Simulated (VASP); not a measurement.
# Sb (Pm-3m) in VASP: notebook

Runs on Sb. Level: PBE. Tasks: single point, relaxation of cell and atoms.

All numbers are computed with VASP 6.6.1; they aren't measurements. Logs are shortened: lines on timing, memory, paths and dates and some standing lists are left out, and cuts for length are marked.

### 1 The crystal as given

Symmetry: Pm-3m, No. 221, cubic system. The conventional cell has a = 3.111 Å, b = 3.111 Å, c = 3.111 Å, α = 90.00°, β = 90.00°, γ = 90.00°. Sb (site symmetry m-3m) is surrounded by 6 Sb at 3.11 Å.

This isn't the form of Sb at room conditions, which is rhombohedral.

### 2 Single point, PBE

INCAR

```
SYSTEM = Sb
ALGO = Normal
EDIFF = 1E-7
ENCUT = 520
GGA = PE
ISIF = 2
ISMEAR = 0
LASPH = .True.
LCHARG = .False.
LREAL = .False.
LWAVE = .False.
NBANDS = 8
NELM = 100
PREC = Accurate
SIGMA = 0.1
```

KPOINTS

```
k-points
0
Gamma
  14 14 14
  0 0 0
```

POSCAR

```
Sb
1.0
    3.1111025651      0.0000000000      0.0000000000
    0.0000000000      3.1111025651      0.0000000000
    0.0000000000      0.0000000000      3.1111025651
Sb
1
Direct
    0.0000000000      0.0000000000      0.0000000000
```

Potentials or basis: VASP PAW PBE potentials, release 64 (Sb).

Started as:

```bash
cat potpaw_PBE.64/Sb/POTCAR > POTCAR
mpirun -np 1 vasp_std > vasp.out
```

OUTCAR:

```text
SYSTEM = Sb
   EDIFF = 1E-7
   ENCUT = 520
   GGA = PE
   ISIF = 2
   ISMEAR = 0
   LASPH = .True.
   LREAL = .False.
   NELM = 100
   PREC = Accurate

 ion  position               nearest neighbor table
   1  0.000  0.000  0.000-

  LATTYP: Found a simple cubic cell.
 ALAT       =     3.1111025651

  Lattice vectors:

 A1 = (   3.1111025651,   0.0000000000,   0.0000000000)
 A2 = (   0.0000000000,   3.1111025651,   0.0000000000)
 A3 = (   0.0000000000,   0.0000000000,   3.1111025651)

Analysis of symmetry for initial positions (statically):
=====================================================================
 Subroutine PRICEL returns:
 Original cell was already a primitive cell.

 Routine SETGRP: Setting up the symmetry group for a
 simple cubic supercell.

 Subroutine GETGRP returns: Found 48 space group operations
 (whereof 48 operations were pure point group operations)
 out of a pool of 48 trial point group operations.

The static configuration has the point symmetry O_h .

Analysis of symmetry for dynamics (positions and initial velocities):
=====================================================================
 Subroutine PRICEL returns:
 Original cell was already a primitive cell.

 Routine SETGRP: Setting up the symmetry group for a
 simple cubic supercell.

 Subroutine GETGRP returns: Found 48 space group operations
 (whereof 48 operations were pure point group operations)
 out of a pool of 48 trial point group operations.

The dynamic configuration has the point symmetry O_h .

 Subroutine INISYM returns: Found 48 space group operations
 (whereof 48 operations are pure point group operations),
 and found     1 'primitive' translations

----------------------------------------------------------------------------------------

                                     Primitive cell

  volume of cell :      30.1122

  direct lattice vectors                    reciprocal lattice vectors
     3.111102565  0.000000000  0.000000000     0.321429454  0.000000000  0.000000000
     0.000000000  3.111102565  0.000000000     0.000000000  0.321429454  0.000000000
     0.000000000  0.000000000  3.111102565     0.000000000  0.000000000  0.321429454

  length of vectors
     3.111102565  3.111102565  3.111102565     0.321429454  0.321429454  0.321429454

[... 79 lines left out ...]
   LREAL  =      F    real-space projection
   EDIFFG = 0.1E-05   stopping-criterion for IOM
   NSW    =      0    number of steps for IOM
   IBRION =     -1    ionic relax: 0-MD 1-quasi-New 2-CG
   NFREE  =      0    steps in history (QN), initial steepest desc. (CG)
   ISIF   =      2    stress and relaxation
   ISYM   =      2    0-nonsym 1-usesym 2-fastsym
   POTIM  = 0.5000    time-step for ionic-motion
   TEBEG  =    0.0;   TEEND  =   0.0 temperature during run
   PSTRESS=    0.0 pullay stress
   NELECT =       5.0000    total number of electrons
   NUPDOWN=      -1.0000    fix difference up-down
   EMIN   =  10.00;   EMAX   =-10.00  energy-range for DOS
   EFERMI =   0.00;   METHOD = LEGACY
   ISMEAR =     0;   SIGMA  =   0.10  broadening in eV -4-tet -1-fermi 0-gaus
   EFERMI_NEDOS =   21; number of points for ismear=-14 and -15
   IALGO  =     38    algorithm
   IMIX   =      4    mixing-type and parameters
     AMIX     =   0.40;   BMIX     =  1.00
     AMIX_MAG =   1.60;   BMIX_MAG =  1.00
  volume/ion in A,a.u.               =      30.11       203.21
  Fermi-wavevector in a.u.,A,eV,Ry     =   0.899809  1.700393 11.016051  0.809657
  Thomas-Fermi vector in A             =   2.022689
   LORBIT       =      0    0 simple, 1 ext, 2 COOP (PROOUT), +10 PAW based schemes
   GGA     = PE    functional components
   LHFCALC =     F    Hartree Fock is set to
   AEXX    =    0.0000 exact exchange contribution
   IVDW    =     0    specifies the selected vdW correction
   LEPSILON=     F    determine dielectric tensor
   LRPA    =     F    only Hartree local field effects (RPA)
 non-spin polarized calculation
 Gauss-broadening in eV      SIGMA  =   0.10
  energy-cutoff  :      520.00
  volume of cell :       30.11
 maximum number of plane-waves:       840
 NGX is ok and might be reduce to    24
   NGX = 11   NGY = 11   NGZ = 11

 number of electron       4.9999999 magnetization

 Free energy of the ion-electron system (eV)
  ---------------------------------------------------
  ext. energy  EPLUGINS =         0.00000000
  ---------------------------------------------------
  free energy    TOTEN  =        -4.09637081 eV

  energy without entropy =       -4.09257737  energy(sigma->0) =       -4.09447409

 E-fermi :   6.9559     XC(G=0):  -9.5823

 val. band max:        6.9293822963   @ k =   0.4286   0.2857   0.2857
 cond. band min:       6.9756766427   @ k =   0.2143   0.2143   0.1429
 fundamental gap:      0.0462943463
 Fermi energy:         6.9559444537

 k-point     1 :       0.0000    0.0000    0.0000
  band No.  band energies     occupation
      1      -5.2948      2.00000
      2      10.2624      0.00000
      3      10.2624      0.00000
      4      10.2624      0.00000
      5      13.9289      0.00000
      6      13.9289      0.00000
      7      15.2266      0.00000
      8      24.6029      0.00000
[... 243 lines left out ...]
 k-point    24 :       0.3571    0.2143    0.0000
  band No.  band energies     occupation
      1      -2.9819      2.00000
      2       3.5170      2.00000
      3       7.4584      0.00000
      4      12.3627      0.00000
      5      14.0774      0.00000
      6      16.4992      0.00000
      7      19.8518      0.00000
      8      20.0410      0.00000

 [... further k-points ...]

------------------------ aborting loop because EDIFF is reached ----------------------------------------

  FORCE on cell =-STRESS in cart. coord.  units (eV):
  Direction    XX          YY          ZZ          XY          YZ          ZX
  --------------------------------------------------------------------------------------
  -------------------------------------------------------------------------------------
  Total       -0.0108240     -0.0108240     -0.0108240     -0.0000000     -0.0000000     -0.0000000
  in kB       -0.5759133     -0.5759133     -0.5759133     -0.0000000     -0.0000000     -0.0000000
  external PRESSURE =      -0.5759133 kB  Pullay stress =       0.0000000 kB

 VOLUME and BASIS-vectors are now :
 -----------------------------------------------------------------------------
  energy-cutoff  :      520.00
  volume of cell :       30.11
      direct lattice vectors                 reciprocal lattice vectors
     3.111102565  0.000000000  0.000000000     0.321429454  0.000000000  0.000000000
     0.000000000  3.111102565  0.000000000     0.000000000  0.321429454  0.000000000
     0.000000000  0.000000000  3.111102565     0.000000000  0.000000000  0.321429454

 POSITION                                       TOTAL-FORCE (eV/Angst)
 -----------------------------------------------------------------------------------
      0.00000      0.00000      0.00000         0.000000      0.000000      0.000000
 -----------------------------------------------------------------------------------
    total drift:                               -0.000000      0.000000      0.000000

  FREE ENERGIE OF THE ION-ELECTRON SYSTEM (eV)
  ---------------------------------------------------
  free  energy   TOTEN  =        -4.0963708065 eV

  energy  without entropy=       -4.0925773666  energy(sigma->0) =       -4.09447409
```

OSZICAR:

```text
N       E                     dE             d eps       ncg     rms          rms(c)
DAV:   1     0.535030040690E+01    0.53503E+01   -0.15989E+03  1936   0.398E+02
DAV:   2    -0.397992926364E+01   -0.93302E+01   -0.90578E+01  2776   0.529E+01
DAV:   3    -0.409116048801E+01   -0.11123E+00   -0.11060E+00  2296   0.653E+00
DAV:   4    -0.409163839748E+01   -0.47791E-03   -0.47789E-03  2968   0.506E-01
DAV:   5    -0.409164038222E+01   -0.19847E-05   -0.19844E-05  2424   0.198E-02    0.190E+00
DAV:   6    -0.409439522157E+01   -0.27548E-02   -0.75732E-04  2584   0.191E-01    0.113E+00
DAV:   7    -0.409630948550E+01   -0.19143E-02   -0.19193E-03  2048   0.296E-01    0.782E-02
DAV:   8    -0.409636664436E+01   -0.57159E-04   -0.74811E-05  2576   0.591E-02    0.571E-03
DAV:   9    -0.409637003774E+01   -0.33934E-05   -0.28580E-06  2512   0.106E-02    0.205E-03
DAV:  10    -0.409637086145E+01   -0.82371E-06   -0.84078E-07  2288   0.511E-03    0.881E-04
DAV:  11    -0.409637075352E+01    0.10793E-06   -0.79175E-09  1944   0.600E-04    0.309E-04
DAV:  12    -0.409637080652E+01   -0.53004E-07   -0.21566E-09  1224   0.304E-04
   1 F= -.40963708E+01 E0= -.40944741E+01  d E =-.379344E-02
```

It took 5.9 s on 1 thread of Intel Xeon 6975P-C (Granite Rapids), shared host; peak memory 0.15 GiB.

Results:

| Quantity | Value |
| --- | --- |
| Free energy | -4.0964 eV |
| Pressure | -0.1 GPa |
| Band gap on the k mesh | none (metal or under the smearing width) |

Levels at points of the mesh, in eV from the Fermi level:
```tsv
k point	band 1	band 2	band 3	band 4	band 5	band 6	band 7
(0.00, 0.00, 0.00)	-12.25	3.31	3.31	3.31	6.97	6.97	8.27
(0.50, 0.00, 0.00)	-9.87	-5.45	5.28	5.28	9.04	10.64	11.48
(0.50, 0.50, 0.00)	-7.34	-3.43	-3.43	2.28	7.29	12.83	13.29
(0.50, 0.50, 0.50)	-4.52	-1.54	-1.54	-1.54	4.91	4.91	4.91
```

### 3 Relaxation of cell and atoms, PBE

This run uses another cell than the first one, of 29.31 Å³/atom, 0.973 times its volume.

INCAR

```
SYSTEM = Sb
  ALGO = Normal
  EDIFF = 1E-6
  EDIFFG = -0.005
  ENCUT = 600
  GGA = PE
  IBRION = 2
  ISIF = 3
  ISMEAR = 0
  LASPH = .TRUE.
  LCHARG = .FALSE.
  LREAL = .FALSE.
  LWAVE = .FALSE.
  NELM = 100
  NSW = 100
  PREC = Accurate
  SIGMA = 0.1
```

KPOINTS

```
k-points
0
G
  14 14 14
  0 0 0
```

POSCAR

```
Sb
1.0
    3.0833436100      0.0000000000      0.0000000000
    0.0000000000      3.0833436100      0.0000000000
    0.0000000000      0.0000000000      3.0833436100
Sb
1
Direct
    0.0000000000      0.0000000000      0.0000000000
```

Potentials or basis: VASP PAW PBE potentials, release 64 (Sb).

Started as:

```bash
cat potpaw_PBE.64/Sb/POTCAR > POTCAR
mpirun -np 1 vasp_std > vasp.out
```

OUTCAR:

```text
SYSTEM = Sb
   EDIFF = 1E-6
   EDIFFG = -0.005
   ENCUT = 600
   GGA = PE
   IBRION = 2
   ISIF = 3
   ISMEAR = 0
   LASPH = .TRUE.
   LREAL = .FALSE.
   NELM = 100
   NSW = 100
   PREC = Accurate

 ion  position               nearest neighbor table
   1  0.000  0.000  0.000-

  LATTYP: Found a simple cubic cell.
 ALAT       =     3.0833436100

  Lattice vectors:

 A1 = (   3.0833436100,   0.0000000000,   0.0000000000)
 A2 = (   0.0000000000,   3.0833436100,   0.0000000000)
 A3 = (   0.0000000000,   0.0000000000,   3.0833436100)

Analysis of symmetry for initial positions (statically):
=====================================================================
 Subroutine PRICEL returns:
 Original cell was already a primitive cell.

 Routine SETGRP: Setting up the symmetry group for a
 simple cubic supercell.

 Subroutine GETGRP returns: Found 48 space group operations
 (whereof 48 operations were pure point group operations)
 out of a pool of 48 trial point group operations.

The static configuration has the point symmetry O_h .

Analysis of symmetry for dynamics (positions and initial velocities):
=====================================================================
[... 167 lines left out ...]
  Total        0.2710598      0.2710598      0.2710598     -0.0000000      0.0000000     -0.0000000
  in kB       14.8152817     14.8152817     14.8152817     -0.0000000      0.0000000     -0.0000000
  external PRESSURE =      14.8152817 kB  Pullay stress =       0.0000000 kB
[... 57 lines left out ...]
--------------------------------------- Ionic step        3  -------------------------------------------

 number of electron       5.0000000 magnetization

 Free energy of the ion-electron system (eV)
  ---------------------------------------------------
  ext. energy  EPLUGINS =         0.00000000
  ---------------------------------------------------
  free energy    TOTEN  =        -4.09636779 eV

  energy without entropy =       -4.09257218  energy(sigma->0) =       -4.09446999

 E-fermi :   6.9705     XC(G=0):  -9.5872

 val. band max:        6.9430345101   @ k =   0.4286   0.2857   0.2857
 cond. band min:       6.9899458680   @ k =   0.2143   0.2143   0.1429
 fundamental gap:      0.0469113579
 Fermi energy:         6.9705126346

 k-point     1 :       0.0000    0.0000    0.0000
  band No.  band energies     occupation
      1      -5.2893      2.00000
      2      10.2797      0.00000
      3      10.2797      0.00000
      4      10.2797      0.00000
      5      13.9440      0.00000
      6      13.9440      0.00000
[... 199 lines left out ...]
 k-point    24 :       0.3571    0.2143    0.0000
  band No.  band energies     occupation
      1      -2.9730      2.00000
      2       3.5265      2.00000
      3       7.4731      0.00000
      4      12.3837      0.00000
      5      14.0929      0.00000
      6      16.5174      0.00000

 [... further k-points ...]

------------------------ aborting loop because EDIFF is reached ----------------------------------------

  FORCE on cell =-STRESS in cart. coord.  units (eV):
  Direction    XX          YY          ZZ          XY          YZ          ZX
  --------------------------------------------------------------------------------------
  -------------------------------------------------------------------------------------
  Total        0.0010336      0.0010336      0.0010336     -0.0000000     -0.0000000     -0.0000000
  in kB        0.0550621      0.0550621      0.0550621     -0.0000000     -0.0000000     -0.0000000
  external PRESSURE =       0.0550621 kB  Pullay stress =       0.0000000 kB
[... 16 lines left out ...]
  FREE ENERGIE OF THE ION-ELECTRON SYSTEM (eV)
  ---------------------------------------------------
  free  energy   TOTEN  =        -4.0963677949 eV

  energy  without entropy=       -4.0925721763  energy(sigma->0) =       -4.09446999

 reached required accuracy - stopping structural energy minimisation
```

OSZICAR:

```text
N       E                     dE             d eps       ncg     rms          rms(c)
DAV:   1     0.938686641821E+01    0.93869E+01   -0.17771E+03  1446   0.614E+02
DAV:   2    -0.387264458736E+01   -0.13260E+02   -0.12666E+02  2034   0.783E+01
DAV:   3    -0.408733012091E+01   -0.21469E+00   -0.21073E+00  1650   0.109E+01
[... 17 lines left out ...]
       N       E                     dE             d eps       ncg     rms          rms(c)
DAV:   1    -0.409750042747E+01   -0.20211E-02   -0.35516E-02  1482   0.107E+00    0.150E-01
DAV:   2    -0.409676273323E+01    0.73769E-03   -0.65938E-04  1536   0.203E-01    0.903E-02
DAV:   3    -0.409636784864E+01    0.39488E-03   -0.83426E-04  1482   0.159E-01    0.272E-02
DAV:   4    -0.409636779485E+01    0.53789E-07   -0.87617E-06  1692   0.280E-02
   3 F= -.40963678E+01 E0= -.40944700E+01  d E =-.344553E-02
```

Wall time 16 s (1 thread of Intel Xeon 6975P-C (Granite Rapids), shared host); peak memory 0.18 GiB.

What came out:

```
Free energy                            : -4.0964 eV
Relaxed volume                         : 30.08 Å³/atom
Relaxed cell                           : a = 3.110 Å, b = 3.110 Å, c = 3.110 Å, α = 90.00°, β = 90.00°, γ = 90.00°
Space group after relaxing (to 0.05 Å) : Pm-3m (No. 221)
Energy gained by relaxing              : 3.4 meV/atom
Ionic steps                            : 3
Pressure after relaxing                : 0.0 GPa
Band gap on the k mesh                 : none (metal or under the smearing width)
```

Step by step:
```
step  energy change (eV)  largest force (eV/Å)  pressure (GPa)  volume (Å³)
   1              0.0000                0.0000            1.48        29.31
   2             -0.0026                0.0000           -0.70        30.48
   3             -0.0034                0.0000            0.01        30.08
```

Final structure:
```cif
data_structure
_symmetry_space_group_name_H-M 'P 1'
_symmetry_Int_Tables_number 1
_cell_length_a 3.1099
_cell_length_b 3.1099
_cell_length_c 3.1099
_cell_angle_alpha 90.000
_cell_angle_beta 90.000
_cell_angle_gamma 90.000
_cell_volume 30.08
loop_
_atom_site_label
_atom_site_type_symbol
_atom_site_fract_x
_atom_site_fract_y
_atom_site_fract_z
_atom_site_occupancy
Sb1 Sb 0.00000 0.00000 0.00000 1
```

Levels at points of the mesh, in eV from the Fermi level:
| k point | band 1 | band 2 | band 3 | band 4 | band 5 | band 6 |
| --- | --- | --- | --- | --- | --- | --- |
| (0.00, 0.00, 0.00) | -12.26 | 3.31 | 3.31 | 3.31 | 6.97 | 6.97 |
| (0.50, 0.00, 0.00) | -9.87 | -5.46 | 5.29 | 5.29 | 9.04 | 10.64 |
| (0.50, 0.50, 0.00) | -7.34 | -3.44 | -3.44 | 2.28 | 7.30 | 12.83 |
| (0.50, 0.50, 0.50) | -4.51 | -1.54 | -1.54 | -1.54 | 4.91 | 4.91 |

Spin-orbit coupling is left out, which matters for the levels of Sb.

### 4 Single point, PBE

This run uses another cell than the first one, of 29.31 Å³/atom, 0.973 times its volume.

INCAR

```
ALGO = Fast
EDIFF = 1E-6
ENCUT = 520
GGA = PE
ISIF = 2
ISMEAR = 0
LASPH = True
LCHARG = False
LREAL = False
LWAVE = False
NBANDS = 8
NELM = 100
PREC = Accurate
SIGMA = 0.1
```

KPOINTS

```
k-points
0
Gamma
  6 6 6
```

POSCAR is that of step 3.

Started as:

```bash
cat potpaw_PBE.64/Sb/POTCAR > POTCAR
mpirun -np 1 vasp_std > vasp.out
```

Run time: 1.9 s. Hardware: 1 thread of Intel Xeon 6975P-C (Granite Rapids), shared host; peak memory 0.13 GiB.

It converged, with:

```yaml
Free_energy: -4.1133 eV
Pressure: 1.8 GPa
Band_gap_on_the_k_mesh: none (metal or under the smearing width)
```

Levels at points of the mesh, in eV from the Fermi level:
| k point | band 1 | band 2 | band 3 | band 4 | band 5 | band 6 |
| --- | --- | --- | --- | --- | --- | --- |
| (0.00, 0.00, 0.00) | -12.78 | 3.05 | 3.05 | 3.05 | 6.67 | 6.67 |
| (0.50, 0.00, 0.00) | -10.30 | -5.96 | 5.12 | 5.12 | 8.79 | 10.39 |
| (0.50, 0.50, 0.00) | -7.65 | -3.88 | -3.88 | 1.85 | 7.23 | 12.72 |
| (0.50, 0.50, 0.50) | -4.68 | -1.92 | -1.92 | -1.92 | 4.54 | 4.54 |

The run has no spin-orbit coupling, so splittings on Sb are missing.

### 5 Summary

```csv
task,cell,k mesh,cutoff (eV),gap on the mesh (eV),pressure (GPa)
single point,"Pm-3m, 30.11 Å³/atom",14 × 14 × 14,520,none,-0.1
relaxation of cell and atoms,relaxed,14 × 14 × 14,600,none,0.0
single point,"Pm-3m, 29.31 Å³/atom",6 × 6 × 6,520,none,1.8
```

Alike in all rows: level PBE; potentials or basis VASP PAW PBE potentials, release 64 (Sb); no spin polarisation; smearing gaussian 0.1 eV.

Absolute energies hang on the potentials; compare differences alone.
